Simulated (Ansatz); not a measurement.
# Mo13S25: the cost of one run

Method: DFT PBE, scalar-relativistic, plane waves, PAW, in Ansatz 0.2.0.

4 further runs of the same task are left out: 4 set aside as unsound or not needed.

## 1. The system as given

It takes space group R3m (No. 160, trigonal). Conventional cell: a = 3.185 Å, b = 3.185 Å, c = 22.315 Å, α = 90.00°, β = 90.00°, γ = 120.00°. Mo (site symmetry 3m) is surrounded by 6 S at 2.41 Å. S (site symmetry 3m) has 3 Mo at 2.41 Å in its first shell of neighbours.

Structure file:

```
Mo S
1.0
     1.59259    0.91948    7.43832
    -1.59259    0.91948    7.43832
     0.00000   -1.83896    7.43832
Mo S
1 2
Cartesian
  0.0000 0.0000 22.3100
  0.0000 0.0000 8.9959
  0.0000 0.0000 5.8708
```

It goes back to an entry of the Materials Project, which need not be the stable form.

It is the result of an earlier relaxation at this level (volume 21.78 Å³/atom; gap on the mesh: 1.45 eV).

The host's static dielectric tensor, from an earlier linear-response run, has a mean of 9.67.

The perfect supercell (rows 2 1 -2; -2 2 1; 1 -2 2 in vectors of this cell) comes from an earlier run at this level (39 atoms, E(σ→0) -87916.6791 eV, gap 1.84 eV on its own mesh).

## 2. Making the defect

The atom at (0.480, 0.095, 0.634) of the supercell is taken out. The other atoms start on their ideal sites. Its neighbours are 3 Mo at 2.41 Å.

## 3. Charge state 0

Contents of input.yaml:

```yaml
crystal:
  lattice:
    - [1.5925883332, 6.4363691201, 7.4383206521]
    - [-6.3703533327, -1.8389626057, 7.4383206521]
    - [4.7777649996, -4.5974065144, 7.4383206521]
  atoms:
    - { symbol: Mo, position: [0.076700815, 0.6920854304, 0.2305469689] }
    - { symbol: Mo, position: [0.9997777381, 0.9997777381, 0.9997777381] }
    - { symbol: Mo, position: [0.1536238919, 0.3843931227, 0.4613161996] }
    - { symbol: Mo, position: [0.3074700458, 0.7690085073, 0.9228546612] }
    - { symbol: Mo, position: [0.3843931227, 0.4613161996, 0.1536238919] }
    - { symbol: Mo, position: [0.5382392766, 0.8459315843, 0.6151623535] }
    - { symbol: Mo, position: [0.7690085073, 0.9228546612, 0.3074700458] }
    - { symbol: Mo, position: [0.2305469689, 0.076700815, 0.6920854304] }
    - { symbol: Mo, position: [0.4613161996, 0.1536238919, 0.3843931227] }
    - { symbol: Mo, position: [0.6151623535, 0.5382392766, 0.8459315843] }
    - { symbol: Mo, position: [0.6920854304, 0.2305469689, 0.076700815] }
    - { symbol: Mo, position: [0.8459315843, 0.6151623535, 0.5382392766] }
    - { symbol: Mo, position: [0.9228546612, 0.3074700458, 0.7690085073] }
    - { symbol: S, position: [0.4031332036, 0.4031332036, 0.4031332036] }
    - { symbol: S, position: [0.5569793574, 0.7877485882, 0.8646716651] }
    - { symbol: S, position: [0.7108255113, 0.1723639728, 0.3262101267] }
    - { symbol: S, position: [0.7877485882, 0.8646716651, 0.5569793574] }
    - { symbol: S, position: [0.9415947421, 0.2492870498, 0.018517819] }
    - { symbol: S, position: [0.1723639728, 0.3262101267, 0.7108255113] }
    - { symbol: S, position: [0.6339024344, 0.4800562805, 0.0954408959] }
    - { symbol: S, position: [0.8646716651, 0.5569793574, 0.7877485882] }
    - { symbol: S, position: [0.018517819, 0.9415947421, 0.2492870498] }
    - { symbol: S, position: [0.0954408959, 0.6339024344, 0.4800562805] }
    - { symbol: S, position: [0.2492870498, 0.018517819, 0.9415947421] }
    - { symbol: S, position: [0.3262101267, 0.7108255113, 0.1723639728] }
    - { symbol: S, position: [0.3400131351, 0.9553977505, 0.493859289] }
    - { symbol: S, position: [0.2630900582, 0.2630900582, 0.2630900582] }
    - { symbol: S, position: [0.416936212, 0.6477054428, 0.7246285197] }
    - { symbol: S, position: [0.5707823659, 0.0323208274, 0.1861669813] }
    - { symbol: S, position: [0.6477054428, 0.7246285197, 0.416936212] }
    - { symbol: S, position: [0.8015515967, 0.1092439044, 0.8784746736] }
    - { symbol: S, position: [0.0323208274, 0.1861669813, 0.5707823659] }
    - { symbol: S, position: [0.493859289, 0.3400131351, 0.9553977505] }
    - { symbol: S, position: [0.7246285197, 0.416936212, 0.6477054428] }
    - { symbol: S, position: [0.8784746736, 0.8015515967, 0.1092439044] }
    - { symbol: S, position: [0.9553977505, 0.493859289, 0.3400131351] }
    - { symbol: S, position: [0.1092439044, 0.8784746736, 0.8015515967] }
    - { symbol: S, position: [0.1861669813, 0.5707823659, 0.0323208274] }
  host:
    lattice:
      - [1.5925883332, 0.9194813029, 7.4383206521]
      - [-1.5925883332, 0.9194813029, 7.4383206521]
      - [0.0, -1.8389626057, 7.4383206521]
    atoms:
      - { symbol: Mo, position: [0.9997777381, 0.9997777381, 0.9997777381] }
      - { symbol: S, position: [0.4031332036, 0.4031332036, 0.4031332036] }
      - { symbol: S, position: [0.2630900582, 0.2630900582, 0.2630900582] }
basis:
  ecutwfc: 420
  xc_grid: 2
kpoints:
  mp_grid: { grid: [2, 2, 2], shift: [0.5, 0.5, 0.5] }
hamiltonian:
  xc: pbe
scf:
  occupations: { method: gaussian, width: 0.01 }
output:
  forces: true
  stress: false
  eigenvalues: true
  charged_corrections:
    defect_position: [0.48005628, 0.0954409, 0.63390243]
    epsilon: [[12.8691, 0.0, 0.0], [0.0, 12.8691, 0.0], [0.0, 0.0, 3.2679]]
  write_density: true
  write_potential: true
  elf: true
  volumetric_format: npy
relax:
  adjacent_minimum: "off"
  f_tol: 0.025
  max_steps: 45
```

Started as:

```console
> ansatz run input.yaml --threads 4 --pin off --max-ram 10240MiB --backend cpu --events-out ev --progress --plain --runs-dir out
```

Q: Estimate wall time and peak memory on 4 threads of Intel Xeon 6975P-C (Granite Rapids), shared host.

About 51 s, with a peak of 2 GiB.
